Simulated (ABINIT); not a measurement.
**BAs: relaxation of cell and atoms with PBE**

BAs:

```xyz
2
Lattice="0.0000 2.3885 2.3885 2.3885 0.0000 2.3885 2.3885 2.3885 0.0000" Properties=species:S:1:pos:R:3 pbc="T T T"
As    3.5827    3.5827    3.5827
B     0.0000    0.0000    0.0000
```

- Program: ABINIT 10.8.3 (patched build)
- Task: relaxation of cell and atoms
- Functional: PBE
- Potentials or basis: JTH PAW PBE v2.0
- Cutoff: 408 eV
- k mesh: 8 × 8 × 8
- Occupations: fermi-dirac, width 0.05 eV
- Spin: no spin polarisation
- Cell freedom (optcell): 2
- Optimiser (ionmov): 2
- Cutoff smearing ecutsm (Ha): 0.5
- Force stop (Ha/bohr): 2e-05
- Fine-grid cutoff: 816.342 eV
- Exchange and correlation inside the PAW spheres: full angular mesh (pawxcdev 0, this build's default; the released program takes 1)

| Item | Value |
| --- | --- |
| Relaxed volume | 13.92 Å³/atom |
| Relaxed cell | a = 3.402 Å, b = 3.402 Å, c = 3.402 Å, α = 60.00°, β = 60.00°, γ = 60.00° |
| Space group after relaxing (to 0.05 Å) | F-43m (No. 216) |
| Energy gained by relaxing | 2.6 meV/atom |
| Ionic steps | 4 |
| Pressure after relaxing | 0.0 GPa |
| Band gap on the k mesh | 1.21 eV, indirect (least direct gap 3.25 eV) |

The path:
| step | energy change (eV) | largest force (eV/Å) | pressure (GPa) | volume (Å³) |
| --- | --- | --- | --- | --- |
| 1 | 0.0000 | 0.0000 | 2.91 | 27.25 |
| 2 | -0.0035 | 0.0000 | 1.66 | 27.50 |
| 3 | -0.0052 | 0.0000 | 0.04 | 27.83 |
| 4 | -0.0052 | 0.0000 | 0.00 | 27.84 |

Final structure:
```
As B
1.0
     0.00000    2.40546    2.40546
     2.40546    0.00000    2.40546
     2.40546    2.40546    0.00000
As B
1 1
Direct
  0.75000 0.75000 0.75000
  0.00000 0.00000 0.00000
```

Run time: 31 s on 1 thread of Arm Neoverse V2, on a shared host, peak memory 0.1 GiB.

A k mesh can miss the band edges. Zero-point motion and thermal expansion aren't in these numbers.
